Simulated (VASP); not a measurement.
# AgCl (Pm-3m) in VASP: notebook

The runs below take AgCl through single point, with PBE.

Program: VASP 6.6.1. These are calculated values, not measurements. Logs are shortened: lines on timing, memory, paths and dates and some standing lists are left out, and cuts for length are marked.

## (1) The crystal as given

The structure is cubic, space group Pm-3m (No. 221). The conventional cell has a = 3.434 Å, b = 3.434 Å, c = 3.434 Å, α = 90.00°, β = 90.00°, γ = 90.00°. Ag (site symmetry m-3m) has 8 Cl at 2.97 Å as nearest neighbours. Cl (site symmetry m-3m) is surrounded by 8 Ag at 2.97 Å.

Measurements of this composition are mostly on another form, of space group No. 225.

## (2) Single point, PBE

INCAR

```
PREC     = Accurate       # precision mode
ENCUT    = 220            # plane-wave cutoff, eV
EDIFF    = 1E-6           # SCF threshold, eV
ISMEAR   = 0              # smearing method
SIGMA    = 0.05           # smearing width, eV
LREAL    = F              # projectors in reciprocal space
LASPH    = T              # aspherical terms in the spheres
NELM     = 100            # most SCF steps
ALGO     = Normal         # electronic algorithm
ISIF     = 2              # what is computed and relaxed
LWAVE    = F              # write WAVECAR
LCHARG   = F              # write CHGCAR
GGA      = PE             # functional
ADDGRID  = F
```

KPOINTS

```
Automatic mesh
0
Gamma
  3 3 3
```

POSCAR

```
AgCl
1.0
    3.4339730000      0.0000000000      0.0000000000
    0.0000000000      3.4339730000      0.0000000000
    0.0000000000      0.0000000000      3.4339730000
Ag Cl
1 1
Direct
    0.0000000000      0.0000000000      0.0000000000
    0.5000000000      0.5000000000      0.5000000000
```

Potentials or basis: VASP PAW PBE potentials, release 64 (Ag, Cl).

The run is started by

```sh
$ cat potpaw_PBE.64/Ag/POTCAR potpaw_PBE.64/Cl/POTCAR > POTCAR
$ mpirun -np 1 vasp_std > vasp.out
```

OUTCAR:

```text
PREC = Accurate
   ENCUT = 220
   EDIFF = 1E-6
   ISMEAR = 0
   LREAL = F
   LASPH = T
   NELM = 100
   ISIF = 2
   GGA = PE

 Found      4 irreducible k-points:

 Following reciprocal coordinates:
            Coordinates               Weight
  0.000000  0.000000  0.000000      1.000000
  0.333333  0.000000  0.000000      6.000000
  0.333333  0.333333  0.000000     12.000000
  0.333333  0.333333  0.333333      8.000000
   k-points           NKPTS =      4   k-points in BZ     NKDIM =      4   number of bands    NBANDS=     13
   number of dos      NEDOS =    301   number of ions     NIONS =      2
   total plane-waves  NPLWV =   5832
   dimension x,y,z NGX =    18 NGY =   18 NGZ =   18
   dimension x,y,z NGXF=    36 NGYF=   36 NGZF=   36
   ions per type =               1   1
   NGX,Y,Z   is equivalent  to a cutoff of   8.71,  8.71,  8.71 a.u.
   NGXF,Y,Z  is equivalent  to a cutoff of  17.43, 17.43, 17.43 a.u.
 SYSTEM =  unknown system
   PREC   = accura    normal or accurate (medium, high low for compatibility)
   ISTART =      0    job   : 0-new  1-cont  2-samecut
   ICHARG =      2    charge: 1-file 2-atom 10-const
   ISPIN  =      1    spin polarized calculation?
   LNONCOLLINEAR =      F non collinear calculations
   LSORBIT =      F    spin-orbit coupling
   LASPH  =      T    aspherical Exc in radial PAW
   ENCUT  =  220.0 eV  16.17 Ry    4.02 a.u.   4.15  4.15  4.15*2*pi/ulx,y,z
   NELM   =    100;   NELMIN=  2; NELMDL= -5     # of ELM steps
   EDIFF  = 0.1E-05   stopping-criterion for ELM
   LREAL  =      F    real-space projection
   EDIFFG = 0.1E-04   stopping-criterion for IOM
   NSW    =      0    number of steps for IOM
   IBRION =     -1    ionic relax: 0-MD 1-quasi-New 2-CG
   NFREE  =      0    steps in history (QN), initial steepest desc. (CG)
   ISIF   =      2    stress and relaxation
   ISYM   =      2    0-nonsym 1-usesym 2-fastsym
   POTIM  = 0.5000    time-step for ionic-motion
   TEBEG  =    0.0;   TEEND  =   0.0 temperature during run
   PSTRESS=    0.0 pullay stress
   NELECT =      18.0000    total number of electrons
   NUPDOWN=      -1.0000    fix difference up-down
   EMIN   =  10.00;   EMAX   =-10.00  energy-range for DOS
   EFERMI =   0.00;   METHOD = LEGACY
   ISMEAR =     0;   SIGMA  =   0.05  broadening in eV -4-tet -1-fermi 0-gaus
   EFERMI_NEDOS =   21; number of points for ismear=-14 and -15
   IALGO  =     38    algorithm
   IMIX   =      4    mixing-type and parameters
     AMIX     =   0.40;   BMIX     =  1.00
     AMIX_MAG =   1.60;   BMIX_MAG =  1.00
  volume/ion in A,a.u.               =      20.25       136.63
  Fermi-wavevector in a.u.,A,eV,Ry     =   1.249402  2.361027 21.238760  1.561005
  Thomas-Fermi vector in A             =   2.383444
   LORBIT       =      0    0 simple, 1 ext, 2 COOP (PROOUT), +10 PAW based schemes
   GGA     = PE    functional components
   LHFCALC =     F    Hartree Fock is set to
   AEXX    =    0.0000 exact exchange contribution
   IVDW    =     0    specifies the selected vdW correction
   LEPSILON=     F    determine dielectric tensor
   LRPA    =     F    only Hartree local field effects (RPA)
 non-spin polarized calculation
 Gauss-broadening in eV      SIGMA  =   0.05
  energy-cutoff  :      220.00
  volume of cell :       40.49
 maximum number of plane-waves:       308
 NGX is ok and might be reduce to    18
   NGX =  9   NGY =  9   NGZ =  9

 number of electron      17.9999954 magnetization

 Free energy of the ion-electron system (eV)
  ---------------------------------------------------
  ext. energy  EPLUGINS =         0.00000000
  ---------------------------------------------------
  free energy    TOTEN  =        -5.04552376 eV

  energy without entropy =       -5.04552376  energy(sigma->0) =       -5.04552376

 E-fermi :   3.8794     XC(G=0): -10.3728

 val. band max:        3.6376593570   @ k =   0.3333   0.0000   0.0000
 cond. band min:       4.4602883086   @ k =   0.0000   0.0000   0.0000
 fundamental gap:      0.8226289515
 Fermi energy:         3.8793648246

 k-point     1 :       0.0000    0.0000    0.0000
  band No.  band energies     occupation
      1     -10.6614      2.00000
      2       1.1220      2.00000
      3       1.1220      2.00000
      4       2.0532      2.00000
      5       2.0532      2.00000
      6       2.0532      2.00000
      7       2.4489      2.00000
      8       2.4489      2.00000
      9       2.4489      2.00000
     10       4.4603      0.00000
     11      13.4780      0.00000
     12      13.4780      0.00000
     13      17.5662      0.00000

 k-point     2 :       0.3333    0.0000    0.0000
  band No.  band energies     occupation
      1     -10.3230      2.00000
      2      -0.5405      2.00000
      3       1.1791      2.00000
      4       1.1791      2.00000
      5       1.2363      2.00000
      6       2.0929      2.00000
      7       2.1943      2.00000
      8       3.6377      2.00000
      9       3.6377      2.00000
     10       7.2135      0.00000
     11      11.4542      0.00000
     12      13.4615      0.00000
     13      14.6531      0.00000

 k-point     3 :       0.3333    0.3333    0.0000
  band No.  band energies     occupation
      1     -10.0689      2.00000
      2      -0.0380      2.00000
      3       0.5596      2.00000
      4       1.4680      2.00000
      5       1.4802      2.00000
      6       1.8418      2.00000
      7       2.1403      2.00000
      8       2.3339      2.00000
      9       3.4601      2.00000
     10       7.6946      0.00000
     11      11.3303      0.00000
     12      13.2199      0.00000
     13      15.3124      0.00000

 k-point     4 :       0.3333    0.3333    0.3333
  band No.  band energies     occupation
      1      -9.8150      2.00000
      2       0.0395      2.00000
      3       0.0395      2.00000
      4       0.5175      2.00000
      5       1.9768      2.00000
      6       1.9768      2.00000
      7       2.0888      2.00000
      8       3.3330      2.00000
      9       3.3330      2.00000
     10       7.8557      0.00000
     11      10.5735      0.00000
     12      10.5735      0.00000
     13      14.6375      0.00000

------------------------ aborting loop because EDIFF is reached ----------------------------------------

  FORCE on cell =-STRESS in cart. coord.  units (eV):
  Direction    XX          YY          ZZ          XY          YZ          ZX
  --------------------------------------------------------------------------------------
  -------------------------------------------------------------------------------------
  Total       -2.9157224     -2.9157224     -2.9157224      0.0000000     -0.0000000      0.0000000
  in kB     -115.3628905   -115.3628905   -115.3628905      0.0000000     -0.0000000      0.0000000
  external PRESSURE =    -115.3628905 kB  Pullay stress =       0.0000000 kB

 VOLUME and BASIS-vectors are now :
 -----------------------------------------------------------------------------
  energy-cutoff  :      220.00
  volume of cell :       40.49
      direct lattice vectors                 reciprocal lattice vectors
     3.433973000  0.000000000  0.000000000     0.291207881  0.000000000  0.000000000
     0.000000000  3.433973000  0.000000000     0.000000000  0.291207881  0.000000000
     0.000000000  0.000000000  3.433973000     0.000000000  0.000000000  0.291207881

 POSITION                                       TOTAL-FORCE (eV/Angst)
 -----------------------------------------------------------------------------------
      0.00000      0.00000      0.00000         0.000000      0.000000      0.000000
      1.71699      1.71699      1.71699         0.000000      0.000000      0.000000
 -----------------------------------------------------------------------------------
    total drift:                               -0.000000     -0.000000     -0.000000

  FREE ENERGIE OF THE ION-ELECTRON SYSTEM (eV)
  ---------------------------------------------------
  free  energy   TOTEN  =        -5.0455237638 eV

  energy  without entropy=       -5.0455237638  energy(sigma->0) =       -5.04552376
```

It took 2.1 s on 1 thread of AMD EPYC 9R45 (Zen 5), shared host; peak memory 0.08 GiB.

The run converged, but a check on its numbers failed (symmetry, net force, bounds or a known fault of this set-up), so they aren't taken as properties of the crystal.

Caveat: the k mesh is coarse (spacing up to 0.61 Å⁻¹), so the values aren't converged; the cutoff lies under the usual one of these potentials, so the numbers hold a large basis-set error; an odd mesh through Γ misses points on the zone boundary, where band edges often lie.

## (3) Single point, PBE

INCAR: that of step 2 with these lines changed.

```diff
@@ -1,3 +1,3 @@
 PREC     = Accurate       # precision mode
-ENCUT    = 220            # plane-wave cutoff, eV
+ENCUT    = 520            # plane-wave cutoff, eV
 EDIFF    = 1E-6           # SCF threshold, eV
```

KPOINTS

```
Automatic mesh
0
Gamma
  2 2 2
```

POSCAR is that of step 2.

Potentials or basis: VASP PAW PBE potentials, release 64 (Ag, Cl).

The run is started by

```sh
$ cat potpaw_PBE.64/Ag/POTCAR potpaw_PBE.64/Cl/POTCAR > POTCAR
$ mpirun -np 1 vasp_std > vasp.out
```

It took 3.3 s on 1 thread of AMD EPYC 9R45 (Zen 5), shared host; peak memory 0.12 GiB.

The run converged, but some of its settings lie outside the range that counts as converged, so its numbers aren't taken as properties of the crystal.

What came out:

- Free energy: -4.1636 eV
- Pressure: 6.9 GPa
- Band gap on the k mesh: 0.33 eV, indirect (least direct gap 1.71 eV)

Caveat: the k mesh is coarse (spacing up to 0.91 Å⁻¹), so the values aren't converged.

## (4) Single point, PBE

INCAR: that of step 3 with these lines changed.

```diff
@@ -1,3 +1,3 @@
 PREC     = Accurate       # precision mode
-ENCUT    = 520            # plane-wave cutoff, eV
+ENCUT    = 650            # plane-wave cutoff, eV
 EDIFF    = 1E-6           # SCF threshold, eV
```

KPOINTS is that of step 3.

POSCAR is that of step 3.

The run is started by

```sh
$ cat potpaw_PBE.64/Ag/POTCAR potpaw_PBE.64/Cl/POTCAR > POTCAR
$ mpirun -np 1 vasp_std > vasp.out
```

It took 3.8 s on 1 thread of AMD EPYC 9R45 (Zen 5), shared host; peak memory 0.13 GiB.

These settings aren't checked as converged: the numbers below hold their error.

What came out:

| Quantity | Value |
| --- | --- |
| Free energy | -4.1633 eV |
| Pressure | 7.0 GPa |
| Band gap on the k mesh | 0.33 eV, indirect (least direct gap 1.71 eV) |

Caveat: the k mesh is coarse (spacing up to 0.91 Å⁻¹), so the values aren't converged.

## (5) Single point, PBE

INCAR: that of step 4 with these lines changed.

```diff
@@ -1,3 +1,3 @@
 PREC     = Accurate       # precision mode
-ENCUT    = 650            # plane-wave cutoff, eV
+ENCUT    = 340            # plane-wave cutoff, eV
 EDIFF    = 1E-6           # SCF threshold, eV
```

KPOINTS

```
Automatic mesh
0
Gamma
  3 3 3
```

POSCAR is that of step 4.

The run is started by

```sh
$ cat potpaw_PBE.64/Ag/POTCAR potpaw_PBE.64/Cl/POTCAR > POTCAR
$ mpirun -np 1 vasp_std > vasp.out
```

Run time: 2.4 s. Hardware: 1 thread of AMD EPYC 9R45 (Zen 5), shared host; peak memory 0.1 GiB.

These settings aren't checked as converged: the numbers below hold their error.

Results:

```
Free energy            : -5.0365 eV
Pressure               : -0.2 GPa
Band gap on the k mesh : 0.81 eV, indirect (least direct gap 2.03 eV)
```

Caveat: the k mesh is coarse (spacing up to 0.61 Å⁻¹), so the values aren't converged; an odd mesh through Γ misses points on the zone boundary, where band edges often lie.
